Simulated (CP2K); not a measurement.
Runs of CP2K 2026.2 on SnO2 (Cassiterite). The structure is tetragonal, space group P4_2/mnm (No. 136). The conventional cell has a = 4.738 Å, b = 4.738 Å, c = 3.187 Å, α = 90.00°, β = 90.00°, γ = 90.00°. Around Sn (site symmetry mmm) lie 6 O at 2.05 to 2.06 Å. Around O (site symmetry m2m) lie 3 Sn at 2.05 to 2.06 Å. 

```tsv
task	level	potentials or basis	cell	k mesh	smearing	EPS_DEFAULT	NGRIDS	EXTRAPOLATION	optimiser	most steps	gap on the mesh (eV)	pressure (GPa)	relaxed volume (Å³/atom)	largest force (eV/Å)
relaxation of cell and atoms	BLYP+D3(BJ)	GTH_POTENTIALS Sn GTH-PBE-q4, O GTH-BLYP-q6; TZVP-MOLOPT-PBE-GTH basis	relaxed	6 × 6 × 8	fermi-dirac 0.05 eV	1.0E-10	4	USE_PREV_P	BFGS	40	(a)	0.0	12.43	-
single point	LDA	GTH_POTENTIALS Sn GTH-PADE-q4, O GTH-PADE-q6; TZVP-MOLOPT-PBE-GTH basis	as given	6 × 6 × 8	gaussian 0.1 eV	1.0E-10	4	-	-	-	0.92	-2.8	-	0.04
relaxation of cell and atoms	LDA	GTH_POTENTIALS Sn GTH-PADE-q4, O GTH-PADE-q6; TZVP-MOLOPT-PBE-GTH basis	relaxed	5 × 5 × 6	fermi-dirac 0.05 eV	1.0E-9	4	USE_PREV_P	BFGS	40	1.07	0.0	11.72	-
atomic charges	PBEsol	POTENTIAL_UZH Sn GTH-PBE-q4, O GTH-PBE-q6; TZVP-MOLOPT-PBE-GTH basis	as given	6 × 6 × 8	fermi-dirac 0.1 eV	1.0E-10	5	-	-	-	(d)	12.8	-	(c)
relaxation of cell and atoms	BLYP+D4	GTH_POTENTIALS Sn GTH-PBE-q4, O GTH-BLYP-q6; TZVP-MOLOPT-PBE-GTH basis	relaxed	6 × 6 × 8	fermi-dirac 0.05 eV	1.0E-10	4	USE_PREV_P	BFGS	40	0.88	0.0	(b)	-
```

Alike in all rows: no spin polarisation.

Question: Fill in the values left out.

Answer: (a) 0.86; (b) 12.40; (c) 0.29; (d) 1.02.

Caveats: spin-orbit coupling is left out, which moves the levels of the heavy elements; the basis of atomic orbitals isn't converged, which shifts pressures, moduli and gaps; the potentials were made for another functional, which shifts forces and pressure (some runs).

A k mesh can miss the band edges, and the runs leave out spin-orbit coupling on Sn.

Runs at the PBE level aren't shown here.
